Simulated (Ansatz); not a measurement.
# Transmission past a defect: (3,3) C nanotube, B in place of one C, part 2 of 4

What does the defect do to the conductance?

Ansatz 0.2.0; DFT PBE, plane waves, PAW; relaxation of a wire's period (the session's first sound run).

So far. Step 2 (The relaxed wire): The cell's length comes to 2.466 Å with spin left out.

### 3. Bands of the perfect wire

This step: DFT PBE, plane waves, PAW; channels and complex bands of a perfect wire (Ansatz 0.2.0).

At the relaxed period the Bloch states of the perfect wire are found at each energy: those that move forward count the open channels, and those that decay describe how a disturbance dies away inside the wire itself. An energy step of 0.035 eV is under the 0.039 eV that the program asks for its thermal average at 300 K.

The input, input.yaml:

```yaml
crystal:
  lattice:
    - [10.868, 0.0, 0.0]
    - [0.0, 10.806, 0.0]
    - [0.0, 0.0, 2.4664819466]
  atoms:
    - { symbol: C, position: [0.648270333, 0.625321483, 0.0] }
    - { symbol: C, position: [0.693514289, 0.500080905, 0.0] }
    - { symbol: C, position: [0.306485711, 0.499919095, 0.5] }
    - { symbol: C, position: [0.351729667, 0.374678517, 0.5] }
    - { symbol: C, position: [0.466301137, 0.6917572, 0.5] }
    - { symbol: C, position: [0.596808716, 0.66874403, 0.5] }
    - { symbol: C, position: [0.596793625, 0.331410626, 0.5] }
    - { symbol: C, position: [0.68187081, 0.433551851, 0.5] }
    - { symbol: C, position: [0.31812919, 0.566448149, 0.0] }
    - { symbol: C, position: [0.403206375, 0.668589374, 0.0] }
    - { symbol: C, position: [0.403191284, 0.33125597, 0.0] }
    - { symbol: C, position: [0.533698863, 0.3082428, 0.0] }
kpoints:
  mp_grid: { grid: [1, 1, 33] }
scf:
  occupations: { method: fermi_dirac, width: 0.05 }
hamiltonian:
  xc: pbe
output:
  transmission:
    e_range: [-1.26, 1.26]
    de: 0.035
    kmesh: [1, 1]
    reduced_basis: true
    leads: [[0, 0]]
basis:
  ecutwfc: "350 eV"
```

On the command line:

```console
$ ansatz run input.yaml --threads 4 --pin off --max-ram 16384MiB --backend cpu --events-out ev --progress --plain --runs-dir out
```

Numbers of over 12 decimals in the logs are rounded to 6 here.

The log of the run:

```text
Warning: basis.ecutwfc = 350 eV is below the records' recommended 420 eV, and the density's cutoff is lower with it unless basis.ecutrho_ratio is high enough to keep the records' density cutoff: compare with a run at a higher cutoff
[...]
Crystal: 12 atoms, lattice volume = 289.663 Å³
Basis set: ecut = 350 eV, 4291 PW (Γ)
Bands: 36, of which v1, the nominal top of the filled ones, is band 24 counted from 1 (23 counted from 0)
Symmetry: 4 space group operations
[...]
k-points: 17 of 33
[...]
SCF iter   1: F=—  HF=-3005.233207 eV  |F-HF|=—  |Δ(HF+E_count)|=         —  Δρ=6.35e-3  dr2=7.29e-2  ethr=1.77e-3  ⟨swp⟩=11.5  Hψ=3924  notcnv=0  defer=59
[...]
SCF iter   8: F=-3005.230900 eV  HF=-3005.230900 eV  |F-HF|=1.08e-8  |Δ(HF+E_count)|=   1.19e-7  Δρ=2.47e-6  dr2=1.44e-8  ethr=2.08e-10  ⟨swp⟩=17.2  Hψ=3245  notcnv=0
SCF 1 converged in 8 iterations: F = -3005.230900 eV  dr2 = 1.44e-8
[...]
transmission: 4 of 4 steps passed
SCF converged after 8 iterations
Free energy (F): -3005.230900 eV
[...]
Internal energy: -3005.227168 eV  (E = F + TS)
E sigma→0 (E₀):  -3005.229034 eV
Entropy (-TS):   -0.003732 eV (-0.311 meV/atom)
Fermi energy:    0.002749 eV
[...]
--- Band table (eV; the first three rows and the last of 17) ---
  k-point 0: bands = [... 20 lower, -3.9475, -3.5181, -3.2348, -1.4683, 1.1248, 3.0731, 3.3718, 3.4007, ... 8 higher]
  k-point 1: bands = [... 20 lower, -3.9312, -3.5429, -3.3026, -1.4513, 1.1272, 3.0950, 3.3862, 3.4027, ... 8 higher]
  k-point 2: bands = [... 20 lower, -3.8827, -3.6171, -3.4997, -1.4007, 1.1309, 3.1604, 3.4034, 3.4283, ... 8 higher]
  k-point 16: bands = [... 20 lower, -2.8035, -2.8022, -2.4625, -2.4610, 0.8769, 0.8773, 1.0815, 1.0824, ... 8 higher]
--- Transmission ---
  basis      : 861 plane waves across, 4 finite elements along
  points     : 1, standing for a mesh of 1 x 1
  filling    : by the input's occupations and mesh, since the crystals that have channels conduct as metals do. If one of these is a semiconductor, that mesh has misplaced its level
  energies   : 73 from -1.260000 to 1.260000 eV about the Fermi level, 0.035000 eV apart; the leads are filled to 0.000000 eV, and channels, transmission and decay are at 0.000000 eV
  crystal 0  : C12, at the sites [0, 0], period 2.4665 Å: whole cells are its period
    offset         : up to 0.0000 Å between an atom of the period and one for which it stands
    filled         : 8.1 meV over the level at which it is neutral
    channels       : 2.000000e0 a spin
    conductance    : 1.3158e14 S/m² at 300 K; may be off by some 0.1 % by where its bands' edges are placed, 0.0 % from the distance to neutral
```

The job ended after 7.9 min (4 threads of Arm Neoverse V2, shared host; peak memory 5.6 GiB; 30 min of CPU time).

Reading the cycles: dr2 is the Hartree energy of the density residual (eV), the measure of convergence; HF is the Harris–Foulkes estimate of the energy, which meets the free energy F at convergence.

This step gave:

| Property | Result |
| --- | --- |
| energy at zero smearing | -3005.2290 eV |
| channels at the energy nearest the Fermi level, one spin | 2 |
| conductance of the lead as this run defines it | 1.994 G₀ |
| band gap | 0 eV |

Open channels of the lead, one spin against energy, zero at the Fermi level:

| energy (eV) | open channels of the lead, one spin |
| --- | --- |
| -1.26 | 2 |
| -1.19 | 2 |
| -1.08 | 2 |
| -1.01 | 2 |
| -0.91 | 2 |
| -0.84 | 2 |
| -0.73 | 2 |
| -0.67 | 2 |
| -0.56 | 2 |
| -0.49 | 2 |
| -0.39 | 2 |
| -0.32 | 2 |
| -0.21 | 2 |
| -0.14 | 2 |
| -0.04 | 2 |
| 0.00 | 2 |
| 0.04 | 2 |
| 0.14 | 2 |
| 0.21 | 2 |
| 0.32 | 2 |
| 0.39 | 2 |
| 0.49 | 2 |
| 0.56 | 2 |
| 0.67 | 2 |
| 0.73 | 6 |
| 0.84 | 6 |
| 0.91 | 6 |
| 1.01 | 6 |
| 1.08 | 6 |
| 1.19 | 5 |
| 1.26 | 5 |

The slowest values at each energy, most degenerate partners merged, listed up to 1.5 1/Å. Table of Im kz of the slowest decaying states by energy, zero at the Fermi level:

| energy (eV) | decay 1 (Å⁻¹) | decay 2 (Å⁻¹) | decay 3 (Å⁻¹) | decay 4 (Å⁻¹) |
| --- | --- | --- | --- | --- |
| -1.190 | 0.218 | 0.219 | 0.370 | 0.417 |
| -1.085 | 0.225 | 0.225 | 0.377 | 0.421 |
| -1.015 | 0.228 | 0.228 | 0.381 | 0.423 |
| -0.910 | 0.232 | 0.232 | 0.386 | 0.426 |
| -0.805 | 0.234 | 0.234 | 0.392 | 0.429 |
| -0.700 | 0.235 | 0.235 | 0.397 | 0.432 |
| -0.595 | 0.234 | 0.235 | 0.402 | 0.431 |
| -0.490 | 0.233 | 0.233 | 0.407 | 0.429 |
| -0.385 | 0.230 | 0.230 | 0.411 | 0.427 |
| -0.315 | 0.227 | 0.227 | 0.414 | 0.425 |
| -0.210 | 0.222 | 0.222 | 0.417 | 0.422 |
| -0.105 | 0.215 | 0.215 | 0.419 | 0.421 |
| 0.000 | 0.206 | 0.207 | 0.415 | 0.424 |
| 0.105 | 0.196 | 0.197 | 0.410 | 0.427 |
| 0.210 | 0.183 | 0.184 | 0.405 | 0.430 |
| 0.315 | 0.168 | 0.168 | 0.399 | 0.432 |
| 0.385 | 0.155 | 0.156 | 0.394 | 0.434 |
| 0.490 | 0.132 | 0.133 | 0.386 | 0.436 |
| 0.595 | 0.101 | 0.102 | 0.375 | 0.437 |
| 0.700 | 0.0462 | 0.0480 | 0.361 | 0.439 |
| 0.805 | 0.342 | 0.440 | 0.442 | 0.443 |
| 0.910 | 0.314 | 0.441 | 0.441 | 0.441 |
| 1.015 | 0.263 | 0.439 | 0.439 | 0.441 |
| 1.085 | 0.181 | 0.438 | 0.438 | 0.441 |
| 1.190 | 0.198 | 0.435 | 0.436 | 0.441 |

By hand: the program gives 1.3158 × 10^14 S/m² over the cell's cross-section of 117.44 Å² = 1.174 × 10^-18 m², so one cell conducts 1.545 × 10^-4 S. Divided by G0 = 2e²/h = 7.748 × 10^-5 S this is 1.99 G0, a resistance of 6.47 kΩ.

At the computed energy nearest the Fermi level there are 2 channels a spin, and the thermal average gives 1.99 G₀.

(Continued in part 3 of 4.)

[Logs are printed without paths, hosts, clocks, repeated set-up lines and the standing remarks that a program may print on its own settings, such as how far it seeks lower states.]

[Hosts, paths, dates, database ids (printed as entryN), source tags and the programs' standing remarks are cut or masked in the printed files.]
